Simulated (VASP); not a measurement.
# AlCu (Pm-3m) in VASP: a series of runs

One crystal, AlCu, is run at these levels: r2SCAN; tasks: single point.

Program: VASP 6.6.1. These are calculated values, not measurements. Logs are shortened: lines on timing, memory, paths and dates and some standing lists are left out, and cuts for length are marked.

### 1 The crystal as given

Symmetry: Pm-3m, No. 221, cubic system. The conventional cell has a = 2.998 Å, b = 2.998 Å, c = 2.998 Å, α = 90.00°, β = 90.00°, γ = 90.00°. Cu (site symmetry m-3m) has 8 Al at 2.60 Å as nearest neighbours. Al (site symmetry m-3m) is surrounded by 8 Cu at 2.60 Å.

The cell comes from a database or a generator and needn't be the stable form of this composition.

### 2 Single point, r2SCAN

The input, INCAR:

```
PREC = Low ; ENCUT = 460
EDIFF = 1E-6 ; ISMEAR = 1
SIGMA = 0.15 ; LREAL = F
LASPH = T ; NELM = 100
ALGO = Normal ; ISIF = 2
LWAVE = F ; LCHARG = F
METAGGA = R2SCAN ; LMIXTAU = T
ADDGRID = F
```

The input, KPOINTS:

```
regular mesh
0
Gamma
  4 4 4
```

The input, POSCAR:

```
AlCu
1.0
    2.9975090000      0.0000000000      0.0000000000
    0.0000000000      2.9975090000      0.0000000000
    0.0000000000      0.0000000000      2.9975090000
Cu Al
1 1
Direct
    0.5000000000      0.5000000000      0.5000000000
    0.0000000000      0.0000000000      0.0000000000
```

Potentials or basis: VASP PAW PBE potentials, release 64 (Cu, Al).

Started as:

```sh
cat potpaw_PBE.64/Cu/POTCAR potpaw_PBE.64/Al/POTCAR > POTCAR
mpirun -np 1 vasp_std > vasp.out
```

OUTCAR:

```text
PREC = Low
   ENCUT = 460
   EDIFF = 1E-6
   ISMEAR = 1
   LREAL = F
   LASPH = T
   NELM = 100
   ISIF = 2
   METAGGA = R2SCAN

 Found     10 irreducible k-points:

 Following reciprocal coordinates:
            Coordinates               Weight
  0.000000  0.000000  0.000000      1.000000
  0.250000  0.000000  0.000000      6.000000
  0.500000  0.000000  0.000000      3.000000
  0.250000  0.250000  0.000000     12.000000
  0.500000  0.250000  0.000000     12.000000
  0.500000  0.500000  0.000000      3.000000
   k-points           NKPTS =     10   k-points in BZ     NKDIM =     10   number of bands    NBANDS=     11
   number of dos      NEDOS =    301   number of ions     NIONS =      2
   total plane-waves  NPLWV =   4096
   dimension x,y,z NGX =    16 NGY =   16 NGZ =   16
   dimension x,y,z NGXF=    18 NGYF=   18 NGZF=   18
   ions per type =               1   1
   NGX,Y,Z   is equivalent  to a cutoff of   8.87,  8.87,  8.87 a.u.
   NGXF,Y,Z  is equivalent  to a cutoff of   9.98,  9.98,  9.98 a.u.
 SYSTEM =  unknown system
   PREC   = low       normal or accurate (medium, high low for compatibility)
   ISTART =      0    job   : 0-new  1-cont  2-samecut
   ICHARG =      2    charge: 1-file 2-atom 10-const
   ISPIN  =      1    spin polarized calculation?
   LNONCOLLINEAR =      F non collinear calculations
   LSORBIT =      F    spin-orbit coupling
   LASPH  =      T    aspherical Exc in radial PAW
   ENCUT  =  460.0 eV  33.81 Ry    5.81 a.u.   5.24  5.24  5.24*2*pi/ulx,y,z
   NELM   =    100;   NELMIN=  2; NELMDL= -5     # of ELM steps
   EDIFF  = 0.1E-05   stopping-criterion for ELM
   LREAL  =      F    real-space projection
   EDIFFG = 0.1E-04   stopping-criterion for IOM
   NSW    =      0    number of steps for IOM
   IBRION =     -1    ionic relax: 0-MD 1-quasi-New 2-CG
   NFREE  =      0    steps in history (QN), initial steepest desc. (CG)
   ISIF   =      2    stress and relaxation
   ISYM   =      2    0-nonsym 1-usesym 2-fastsym
   POTIM  = 0.5000    time-step for ionic-motion
   TEBEG  =    0.0;   TEEND  =   0.0 temperature during run
   PSTRESS=    0.0 pullay stress
   NELECT =      14.0000    total number of electrons
   NUPDOWN=      -1.0000    fix difference up-down
   EMIN   =  10.00;   EMAX   =-10.00  energy-range for DOS
   EFERMI =   0.00;   METHOD = LEGACY
   ISMEAR =     1;   SIGMA  =   0.15  broadening in eV -4-tet -1-fermi 0-gaus
   EFERMI_NEDOS =   21; number of points for ismear=-14 and -15
   IALGO  =     38    algorithm
   IMIX   =      4    mixing-type and parameters
     AMIX     =   0.40;   BMIX     =  1.00
     AMIX_MAG =   1.60;   BMIX_MAG =  1.00
  volume/ion in A,a.u.               =      13.47        90.88
  Fermi-wavevector in a.u.,A,eV,Ry     =   1.316306  2.487459 23.574307  1.732663
  Thomas-Fermi vector in A             =   2.446428
   LORBIT       =      0    0 simple, 1 ext, 2 COOP (PROOUT), +10 PAW based schemes
   METAGGA = R2SCAN    functional components
   LHFCALC =     F    Hartree Fock is set to
   AEXX    =    0.0000 exact exchange contribution
   IVDW    =     0    specifies the selected vdW correction
   LEPSILON=     F    determine dielectric tensor
   LRPA    =     F    only Hartree local field effects (RPA)
 non-spin polarized calculation
 Methfessel and Paxton  Order N= 1 SIGMA  =   0.15
  energy-cutoff  :      460.00
  volume of cell :       26.93
 maximum number of plane-waves:       624
   NGX = 11   NGY = 11   NGZ = 11

 number of electron      13.9996936 magnetization

 Free energy of the ion-electron system (eV)
  ---------------------------------------------------
  ext. energy  EPLUGINS =         0.00000000
  ---------------------------------------------------
  free energy    TOTEN  =       -17.70955612 eV

  energy without entropy =      -17.70815766  energy(sigma->0) =      -17.70908997

 E-fermi :   8.9837     XC(G=0): -12.4332

 val. band max:        8.9523747373   @ k =   0.5000   0.5000   0.0000
 cond. band min:       9.3546357026   @ k =   0.2500   0.2500   0.2500
 fundamental gap:      0.4022609653
 Fermi energy:         8.9837444961

 k-point     1 :       0.0000    0.0000    0.0000
  band No.  band energies     occupation
      1      -3.1045      2.00000
      2       3.8565      2.00000
      3       3.8565      2.00000
      4       4.9567      2.00000
      5       4.9567      2.00000
      6       4.9567      2.00000
      7      13.1178      0.00000
      8      13.1178      0.00000
      9      13.1178      0.00000
     10      15.4708      0.00000
     11      15.4708      0.00000

 k-point     2 :       0.2500    0.0000    0.0000
  band No.  band energies     occupation
      1      -2.0009      2.00000
      2       3.7278      2.00000
      3       3.9952      2.00000
      4       4.7212      2.00000
      5       4.7212      2.00000
      6       4.9836      2.00000
      7       7.8165      2.00000
      8      14.3967      0.00000
      9      14.3967      0.00000
     10      15.8784      0.00000
     11      18.8608      0.00000

 k-point     3 :       0.5000    0.0000    0.0000
  band No.  band energies     occupation
      1       1.0672      2.00000
      2       1.0867      2.00000
      3       4.1378      2.00000
      4       4.5093      2.00000
      5       4.5093      2.00000
      6       5.0104      2.00000
      7       5.6550      2.00000
      8      16.4992      0.00000
      9      17.5143      0.00000
     10      17.5143      0.00000
     11      18.0876      0.00000

 k-point     4 :       0.2500    0.2500    0.0000
  band No.  band energies     occupation
      1      -0.9363      2.00000
      2       3.8451      2.00000
      3       4.0642      2.00000
      4       4.4938      2.00000
      5       4.7389      2.00000
      6       4.7897      2.00000
      7       8.1300      2.00000
      8       9.5891     -0.00000
      9      15.6155      0.00000
     10      16.4736      0.00000
     11      18.8055      0.00000

 k-point     5 :       0.5000    0.2500    0.0000
  band No.  band energies     occupation
      1       1.6963      2.00000
      2       2.1337      2.00000
      3       4.3104      2.00000
      4       4.5635      2.00000
      5       4.5858      2.00000
      6       4.8073      2.00000
      7       5.6465      2.00000
      8      11.9375     -0.00000
      9      12.0544      0.00000
     10      18.7071      0.00000
     11      18.9979      0.00000

 k-point     6 :       0.5000    0.5000    0.0000
  band No.  band energies     occupation
      1       2.4369      2.00000
      2       3.8398      2.00000
      3       4.6186      2.00000
      4       4.6186      2.00000
      5       5.0111      2.00000
      6       5.0111      2.00000
      7       5.2750      2.00000
      8       8.1562      2.00000
      9       8.9524      1.34553
     10      19.9601      0.00000
     11      22.4295      0.00000

 [... further k-points ...]

------------------------ aborting loop because EDIFF is reached ----------------------------------------

  FORCE on cell =-STRESS in cart. coord.  units (eV):
  Direction    XX          YY          ZZ          XY          YZ          ZX
  --------------------------------------------------------------------------------------
  -------------------------------------------------------------------------------------
  Total       -0.8600985     -0.8600985     -0.8600985      0.0000000     -0.0000000      0.0000000
  in kB      -51.1655096    -51.1655096    -51.1655096      0.0000000     -0.0000000      0.0000000
  external PRESSURE =     -51.1655096 kB  Pullay stress =       0.0000000 kB

 VOLUME and BASIS-vectors are now :
 -----------------------------------------------------------------------------
  energy-cutoff  :      460.00
  volume of cell :       26.93
      direct lattice vectors                 reciprocal lattice vectors
     2.997509000  0.000000000  0.000000000     0.333610341  0.000000000  0.000000000
     0.000000000  2.997509000  0.000000000     0.000000000  0.333610341  0.000000000
     0.000000000  0.000000000  2.997509000     0.000000000  0.000000000  0.333610341

 POSITION                                       TOTAL-FORCE (eV/Angst)
 -----------------------------------------------------------------------------------
      1.49875      1.49875      1.49875         0.000000      0.000000      0.000000
      0.00000      0.00000      0.00000         0.000000      0.000000      0.000000
 -----------------------------------------------------------------------------------
    total drift:                                0.000000      0.000000      0.000000

  FREE ENERGIE OF THE ION-ELECTRON SYSTEM (eV)
  ---------------------------------------------------
  free  energy   TOTEN  =       -17.7095561211 eV

  energy  without entropy=      -17.7081576617  energy(sigma->0) =      -17.70908997
```

It took 12 s on 1 thread of Intel Xeon Platinum 8488C (Sapphire Rapids), shared host; peak memory 0.1 GiB.

The run converged, but some of its settings lie outside the range that counts as converged, so its numbers aren't taken as properties of the crystal.

What came out:

```
Free energy            : -17.7096 eV
Pressure               : -5.1 GPa
Band gap on the k mesh : none (metal or under the smearing width)
```

Caveat: the k mesh is coarse (spacing up to 0.52 Å⁻¹), so the values aren't converged; the PAW data sets were made with another functional, which shifts forces and pressure a little.

### 3 Single point, r2SCAN

INCAR, as its differences from that of step 2:

```diff
@@ -1,2 +1,2 @@
-PREC = Low ; ENCUT = 460
+PREC = Normal ; ENCUT = 460
 EDIFF = 1E-6 ; ISMEAR = 1
```

KPOINTS is that of step 2.

POSCAR is that of step 2.

Potentials or basis: VASP PAW PBE potentials, release 64 (Cu, Al).

Started as:

```sh
cat potpaw_PBE.64/Cu/POTCAR potpaw_PBE.64/Al/POTCAR > POTCAR
mpirun -np 1 vasp_std > vasp.out
```

It took 14 s on 1 thread of Intel Xeon Platinum 8488C (Sapphire Rapids), shared host; peak memory 0.11 GiB.

These settings aren't checked as converged: the numbers below hold their error.

What came out:

- Free energy: -17.7170 eV
- Pressure: -4.9 GPa
- Band gap on the k mesh: none (metal or under the smearing width)

Caveat: the k mesh is coarse (spacing up to 0.52 Å⁻¹), so the values aren't converged; the PAW data sets were made with another functional, which shifts forces and pressure a little.

### 4 Single point, r2SCAN

The input, INCAR:

```
PREC = Accurate ; ENCUT = 460
EDIFF = 1E-6 ; ISMEAR = 1
SIGMA = 0.15 ; LREAL = Auto
LASPH = T ; NELM = 100
ALGO = Normal ; ISIF = 2
LWAVE = F ; LCHARG = F
METAGGA = R2SCAN ; LMIXTAU = T
ADDGRID = F
```

KPOINTS is that of step 3.

POSCAR is that of step 3.

Started as:

```sh
cat potpaw_PBE.64/Cu/POTCAR potpaw_PBE.64/Al/POTCAR > POTCAR
mpirun -np 1 vasp_std > vasp.out
```

Run time: 19 s. Hardware: 1 thread of Intel Xeon Platinum 8488C (Sapphire Rapids), shared host; peak memory 0.14 GiB.

These settings aren't checked as converged: the numbers below hold their error.

What came out:

- Free energy: -17.7207 eV
- Pressure: -5.1 GPa
- Band gap on the k mesh: none (metal or under the smearing width)

Caveat: the k mesh is coarse (spacing up to 0.52 Å⁻¹), so the values aren't converged; the PAW data sets were made with another functional, which shifts forces and pressure a little.
